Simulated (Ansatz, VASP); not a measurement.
## Ge in VASP and in Ansatz

INCAR

```
SYSTEM = Ge
ALGO = Normal ; EDIFF = 1E-6
ENCUT = 520 ; GGA = PS
ISIF = 2 ; ISMEAR = -1
LASPH = .TRUE. ; LCHARG = .FALSE.
LREAL = .FALSE. ; LWAVE = .FALSE.
NBANDS = 21 ; NELM = 100
PREC = Accurate ; SIGMA = 0.05
```

File KPOINTS:

```
k-points
0
G
  13 13 13
  0 0 0
```

Contents of POSCAR:

```
Ge
1.0
    0.0000000000      2.5436015228      2.5436015228
    2.5436015228      0.0000000000      2.5436015228
    2.5436015228      2.5436015228      0.0000000000
Ge
2
Direct
   -0.1250000000     -0.1250000000     -0.1250000000
    0.1250000000      0.1250000000      0.1250000000
```

Input for Ansatz:

```yaml
crystal:
  lattice:
    - [0.0, 2.5436015228, 2.5436015228]
    - [2.5436015228, 0.0, 2.5436015228]
    - [2.5436015228, 2.5436015228, 0.0]
  atoms:
    - { symbol: Ge, position: [-0.125, -0.125, -0.125] }
    - { symbol: Ge, position: [0.125, 0.125, 0.125] }
kpoints:
  mp_grid: { grid: [13, 13, 13] }
scf:
  occupations: { method: fermi_dirac, width: 0.05 }
hamiltonian:
  xc: pbesol
  pseudopotentials: { kind: paw }
output:
  forces: true
  stress: true
  eigenvalues: true
  populations: true
```

Change from the starting cell: volume scaled by 0.72, PAW files.

Alike in both runs: task single point; functional PBEsol; k mesh 13 × 13 × 13; occupations fermi-dirac, width 0.05 eV; no spin polarisation.

|  | VASP | Ansatz |
| --- | --- | --- |
| version | VASP 6.6.1 | Ansatz 0.2.0 |
| potentials or method | VASP PAW PBE potentials, release 64 (Ge_d) | PAW with Ansatz's default frozen-core files, scalar-relativistic |
| plane-wave cutoff (eV) | 520 | 420 |
| valence electrons in the cell | 28 | 28 |

```tsv
	VASP	Ansatz	Ansatz less VASP
pressure (GPa)	47.5	47.5	-0.03
```

With one functional, cell and mesh, what is left measures potentials, basis and numerics.

Caveats: so large a pressure means that the cell lies far from this level's equilibrium, or that cutoff or potentials fall short (VASP); the potentials were made for another functional, which shifts forces and pressure (VASP).
